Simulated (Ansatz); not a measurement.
**Strain response of SiO$_{2}$**

Theory: Ansatz, DFT r2SCAN, scalar-relativistic, plane waves, PAW. Run with 500 eV cutoff, 6×6×4 k-mesh, Gaussian smearing of 0.02 eV, no spin polarisation.

The relaxed crystal:

```
CELL_PARAMETERS angstrom
4.94878 0.00000 0.00000
0.00000 4.94878 0.00000
0.00000 0.00000 7.31785
ATOMIC_POSITIONS crystal
Si 0.00000 0.00000 0.00000
Si 0.00000 0.50000 0.25000
Si 0.50000 0.50000 0.50000
Si 0.50000 0.00000 0.75000
O 0.09746 0.25000 0.12500
O 0.25000 0.59746 0.37500
O 0.75000 0.40254 0.37500
O 0.90254 0.75000 0.12500
O 0.59746 0.75000 0.62500
O 0.75000 0.09746 0.87500
O 0.25000 0.90254 0.87500
O 0.40254 0.25000 0.62500
```

Deformation: uniaxial strain along c, with the lengths of a and b and the atoms relaxed and the angles held, all within the symmetry that the strain leaves. Energies are extrapolated to zero smearing. Gaps are generalised Kohn–Sham gaps over the whole zone.

| strain (%) | ΔE (meV/atom) | a (Å) | b (Å) | c (Å) | gap (eV) |
| --- | --- | --- | --- | --- | --- |
| -3.0 | 3.1 | 4.994 | 4.994 | 7.098 | 6.61 |
| -1.5 | 0.8 | 4.980 | 4.980 | 7.208 | 6.57 |
| +0.0 | 0.0 | 4.949 | 4.949 | 7.318 | 6.55 |
| +1.5 | 0.9 | 4.917 | 4.917 | 7.428 | 6.52 |
| +3.0 | 3.7 | 4.885 | 4.885 | 7.537 | 6.48 |

Problem. What stiffness (1/V) d²E/dε² at zero strain does a cubic fit over all points give?

Solution. A cubic fit gives (1/V) d²E/dε² = 81 GPa at zero strain (Young's modulus along this axis, angles held).

Problem. How does the free axis a answer a small strain?

Solution. Between the innermost points its strain is -0.42 times the applied one.

Problem. How fast does the gap move with strain on either side?

Solution. -14 meV per percent on the compressed side and -21 meV per percent on the stretched side.

This form isn't the usual stable structure of the compound.

1 further run of this set didn't finish or converge.